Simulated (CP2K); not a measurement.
The system is CsPbCl3.

```xyz
5
Lattice="5.6050 0.0000 0.0000 0.0000 5.6050 0.0000 0.0000 0.0000 5.6050" Properties=species:S:1:pos:R:3 pbc="T T T"
Pb    2.8025    2.8025    2.8025
Cs    0.0000    0.0000    0.0000
Cl    2.8025    0.0000    2.8025
Cl    0.0000    2.8025    2.8025
Cl    2.8025    2.8025    0.0000
```

| Quantity | Value |
| --- | --- |
| Program | CP2K 2026.2 |
| Task | single point |
| Functional | PBEsol |
| Potentials or basis | POTENTIAL_UZH Pb GTH-PBE-q4, Cs GTH-PBE-q9, Cl GTH-PBE-q7; TZVP-MOLOPT-PBE-GTH basis |
| Density cutoff | 6123 eV |
| k mesh | 5 × 5 × 5 |
| Occupations | fermi-dirac, width 0.05 eV |
| Spin | no spin polarisation |

On this cell: pressure 1.0 GPa; largest force zero by symmetry; band gap on the k mesh 2.78 eV, direct.

The same run follows on a disturbed copy (atoms moved at random, drawn with an rms of 0.05 Å):

```
Pb Cs Cl
1.0
     5.60500    0.00000    0.00000
     0.00000    5.60500    0.00000
     0.00000    0.00000    5.60500
Pb Cs Cl
1 1 3
Cartesian
  2.7677 2.7951 2.8029
  -0.0388 0.0045 0.0052
  2.7867 0.0181 2.8339
  -0.0175 2.8059 2.8068
  2.8104 2.8212 0.0149
```

Question: What does the disturbed cell give?

Answer: The energy moves by +0.4 meV/atom; pressure 1.1 GPa; largest force 0.114 eV/Å; band gap on the k mesh 2.75 eV, direct.

Forces on the atoms (eV/Å):
```
Pb   0.058  0.085  0.049
Cs  -0.004 -0.003 -0.003
Cl  -0.001 -0.080 -0.001
Cl  -0.051 -0.001 -0.001
Cl  -0.002 -0.001 -0.044
```

Caveats: the potentials were made for another functional, which shifts forces and pressure; spin-orbit coupling is left out, which as a rule narrows the gap of such compounds by several tenths of an eV; an odd mesh through Γ misses points on the zone boundary, where band edges often lie; the basis of atomic orbitals isn't converged, which shifts pressures, moduli and gaps.
